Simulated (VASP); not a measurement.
The system is NbN.

```
Nb N
1.0
     0.00000    2.19500    2.19500
     2.19500    0.00000    2.19500
     2.19500    2.19500    0.00000
Nb N
1 1
Direct
  0.00000 0.00000 0.00000
  0.50000 0.50000 0.50000
```

The cell was built by a generator and needn't be a form met in nature.

| Property | Result |
| --- | --- |
| Program | VASP 6.6.1 |
| Task | relaxation of cell and atoms |
| Functional | r2SCAN |
| Potentials or basis | VASP PAW PBE potentials, release 64 (Nb_sv, N) |
| Cutoff | 600 eV |
| k mesh | 16 × 16 × 16 |
| Occupations | methfessel-paxton, width 0.1 eV |
| Spin | no spin polarisation |

At the start: pressure 4.9 GPa; volume 10.58 Å³/atom.

Question: How do energy, volume and symmetry change on relaxing?

Answer: Over 3 steps the energy falls by 2.3 meV/atom and the volume is 10.73 Å³/atom (+1.5 %); space group Fm-3m (No. 225, to 0.05 Å).

The path:
| step | energy change (eV) | largest force (eV/Å) | pressure (GPa) | volume (Å³) |
| --- | --- | --- | --- | --- |
| 1 | 0.0000 | 0.0000 | 4.87 | 21.15 |
| 2 | 0.0164 | 0.0000 | -9.51 | 22.15 |
| 3 | -0.0046 | 0.0000 | -0.04 | 21.47 |

Final structure:
```yaml
crystal:
  lattice:
    - [0.00000, 2.20580, 2.20580]
    - [2.20580, 0.00000, 2.20580]
    - [2.20580, 2.20580, 0.00000]
  atoms:
    - { symbol: Nb, position: [0.00000, 0.00000, 0.00000] }
    - { symbol: N, position: [0.50000, 0.50000, 0.50000] }
```

Caveat: the PAW data sets were made with another functional, which shifts forces and pressure a little.
